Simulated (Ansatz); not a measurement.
A plane-wave DFT run in Ansatz 0.2.0 (scalar-relativistic PAW potentials unless the input names others): input and command.

```yaml
crystal:
  lattice:
    - [1.813001, -1.813001, 0.0]
    - [1.813001, 0.0, -1.813001]
    - [8.9840548076, 8.9840548076, 8.9840548076]
  atoms:
    - { symbol: B, position: [0.6666666667, 0.6666666667, 0.0504236145] }
    - { symbol: B, position: [0.0, 0.0, 0.7230972342] }
    - { symbol: B, position: [0.3333333333, 0.3333333333, 0.1849583385] }
    - { symbol: B, position: [0.6666666667, 0.6666666667, 0.4540277863] }
    - { symbol: B, position: [0.0, 0.0, 0.3194930624] }
    - { symbol: B, position: [0.3333333333, 0.3333333333, 0.5885625103] }
    - { symbol: "N", position: [0.6666666667, 0.6666666667, 0.3531267434] }
    - { symbol: "N", position: [1.0, 1.0, 0.2185920194] }
    - { symbol: "N", position: [0.3333333333, 0.3333333333, 0.4876614673] }
    - { symbol: "N", position: [0.6666666667, 0.6666666667, 0.7567309152] }
    - { symbol: "N", position: [0.0, 0.0, 0.6221961912] }
    - { symbol: "N", position: [0.3333333333, 0.3333333333, 0.0840572955] }
basis:
  ecutwfc: 420
kpoints:
  mp_grid: { grid: [10, 10, 2] }
hamiltonian:
  xc: lda
  hubbard: { sites: [{ species: B, l: p, u_eff: 40.0 }] }
scf:
  occupations: { method: gaussian, width: 0.05 }
  max_iter: 50
output:
  forces: true
  eigenvalues: true
  stress: true
```

```bash
ansatz run input.yaml --threads 2 --pin off --max-ram 5120MiB --backend cpu --events-out ev --progress --plain --runs-dir out
```

Abridged log:
```
Basis set: ecut = 420 eV, 1787 PW (Γ)
Bands: 36, of which v1, the nominal top of the filled ones, is band 24 counted from 1 (23 counted from 0)
Symmetry: 6 space group operations
k-points: 28 of 200 (time reversal used)
SCF iter   1: F=—  HF=-3047.459482 eV  |F-HF|=—  |Δ(HF+E_count)|=         —  Δρ=3.08e-1  dr2=9.11e1  ethr=3.10e-3  ⟨swp⟩=11.6  Hψ=7331  notcnv=0  defer=79
SCF iter   2: F=—  HF=-3103.832348 eV  |F-HF|=—  |Δ(HF+E_count)|=    5.64e1  Δρ=4.37e-1  dr2=3.86e3  ethr=3.10e-3  ⟨swp⟩=17.0  Hψ=9610  notcnv=0  defer=193  recentre
SCF iter   3: F=—  HF=-3034.475635 eV  |F-HF|=—  |Δ(HF+E_count)|=    6.94e1  Δρ=2.30e-1  dr2=5.84e1  ethr=3.10e-3  ⟨swp⟩=8.4  Hψ=6042  notcnv=0  defer=160
SCF iter   4: F=—  HF=-3023.213520 eV  |F-HF|=—  |Δ(HF+E_count)|=    1.13e1  Δρ=1.28e-1  dr2=3.10e1  ethr=3.10e-3  ⟨swp⟩=6.6  Hψ=3444  notcnv=0  defer=161
SCF iter   5: F=—  HF=-3017.480262 eV  |F-HF|=—  |Δ(HF+E_count)|=    5.73e0  Δρ=3.09e-2  dr2=1.58e1  ethr=3.10e-3  ⟨swp⟩=6.6  Hψ=3397  notcnv=0  defer=173
SCF iter   6: F=—  HF=-3016.713533 eV  |F-HF|=—  |Δ(HF+E_count)|=   7.67e-1  Δρ=2.15e-2  dr2=1.12e1  ethr=3.10e-3  ⟨swp⟩=5.5  Hψ=2143  notcnv=0  defer=164
SCF iter   7: F=—  HF=-3016.080777 eV  |F-HF|=—  |Δ(HF+E_count)|=   6.33e-1  Δρ=1.43e-2  dr2=2.76e0  ethr=3.10e-3  ⟨swp⟩=5.8  Hψ=1897  notcnv=0  defer=160
SCF iter   8: F=—  HF=-3015.942867 eV  |F-HF|=—  |Δ(HF+E_count)|=   1.38e-1  Δρ=2.48e-2  dr2=3.47e0  ethr=3.10e-3  ⟨swp⟩=5.6  Hψ=2053  notcnv=0  defer=159
   ...
SCF iter  17: F=—  HF=-3015.866833 eV  |F-HF|=—  |Δ(HF+E_count)|=   2.41e-5  Δρ=4.22e-4  dr2=3.45e-4  ethr=9.66e-7  ⟨swp⟩=2.5  Hψ=1588  notcnv=0  defer=144
SCF iter  18: F=—  HF=-3015.866828 eV  |F-HF|=—  |Δ(HF+E_count)|=   5.59e-6  Δρ=2.57e-4  dr2=8.16e-5  ethr=7.19e-7  ⟨swp⟩=1.1  Hψ=926  notcnv=0  defer=144
SCF iter  19: F=—  HF=-3015.866821 eV  |F-HF|=—  |Δ(HF+E_count)|=   6.82e-6  Δρ=1.08e-4  dr2=8.83e-6  ethr=1.70e-7  ⟨swp⟩=2.5  Hψ=1468  notcnv=0  defer=144
SCF iter  20: F=—  HF=-3015.866820 eV  |F-HF|=—  |Δ(HF+E_count)|=   6.82e-7  Δρ=5.96e-5  dr2=3.27e-6  ethr=1.84e-8  ⟨swp⟩=2.8  Hψ=1717  notcnv=0  defer=144
SCF iter  21: F=—  HF=-3015.866820 eV  |F-HF|=—  |Δ(HF+E_count)|=   2.16e-7  Δρ=3.31e-5  dr2=1.03e-6  ethr=6.80e-9  ⟨swp⟩=2.4  Hψ=1488  notcnv=0  defer=144
SCF iter  22: F=—  HF=-3015.866820 eV  |F-HF|=—  |Δ(HF+E_count)|=   1.22e-7  Δρ=1.72e-5  dr2=2.98e-7  ethr=2.15e-9  ⟨swp⟩=2.8  Hψ=1712  notcnv=0  defer=144
SCF iter  23: F=—  HF=-3015.866820 eV  |F-HF|=—  |Δ(HF+E_count)|=   2.44e-8  Δρ=1.06e-5  dr2=1.17e-7  ethr=6.21e-10  ⟨swp⟩=2.9  Hψ=1855  notcnv=0  defer=144
SCF iter  24: F=-3015.866820 eV  HF=-3015.866820 eV  |F-HF|=2.18e-8  |Δ(HF+E_count)|=   1.41e-8  Δρ=6.28e-6  dr2=3.86e-8  ethr=2.08e-10  ⟨swp⟩=24.4  Hψ=8803  notcnv=0
SCF 1 converged in 24 iterations: F = -3015.866820 eV  dr2 = 3.86e-8
SCF converged after 24 iterations
Free energy (F): -3015.866820 eV
Harris-Foulkes:  -3015.866820 eV  (|F-HF|=2.18e-8)
Internal energy: -3015.862667 eV  (E = F + TS)
E sigma→0 (E₀):  -3015.864743 eV
Entropy (-TS):   -0.004153 eV (-0.346 meV/atom)
Fermi energy:    13.417575 eV
--- Forces (eV/Å), atoms counted from 1 ---
  atom   1  B     -0.82107901    -0.82107901    -0.82107901
  atom   2  B      1.55108748     1.55108748     1.55108748
  atom   3  B      1.18472375     1.18472375     1.18472375
  atom   4  B      1.19393091     1.19393091     1.19393091
  atom   5  B      1.19837780     1.19837780     1.19837780
  atom   6  B      1.25088255     1.25088255     1.25088255
  atom   7  N     -1.18892972    -1.18892972    -1.18892972
  atom   8  N     -1.16106831    -1.16106831    -1.16106831
  atom   9  N     -1.19666633    -1.19666633    -1.19666633
  atom  10  N      0.74244988     0.74244988     0.74244988
  atom  11  N     -1.13355439    -1.13355439    -1.13355439
  atom  12  N     -1.62015423    -1.62015423    -1.62015423
--- Stress (GPa, compression-positive) ---
       68.320217      -5.216559      -5.216559
       -5.216559      68.320217      -5.216559
       -5.216559      -5.216559      68.320217
  P = ⅓ Tr σ = 68.3202 GPa (683.202 kbar)
Occupation matrices written to <dir>
```

Problem. What should be changed?

Solution. The fault is an enormous or negative U (hamiltonian.hubbard: not typed → {"sites": [{"species": "B", "l": "p", "u_eff": 40.0}]}, the first being the value of the sound run). Setting it back cures it. The run converged all the same, with an energy at zero smearing 11.5 eV/atom above the reference's (the Hamiltonian itself differs), pressure 68.32 GPa, largest force 2.806 eV/Å, no gap on the mesh, so convergence alone doesn't show that an input is right. A reference run from the same start on usual settings converged with pressure -14.03 GPa, largest force 3.278 eV/Å, no gap on the mesh.

The run took 6.5 s on 2 threads of Intel(R) Xeon(R) 6975P-C (Granite Rapids), with other jobs on the host, peak memory 0.42 GiB.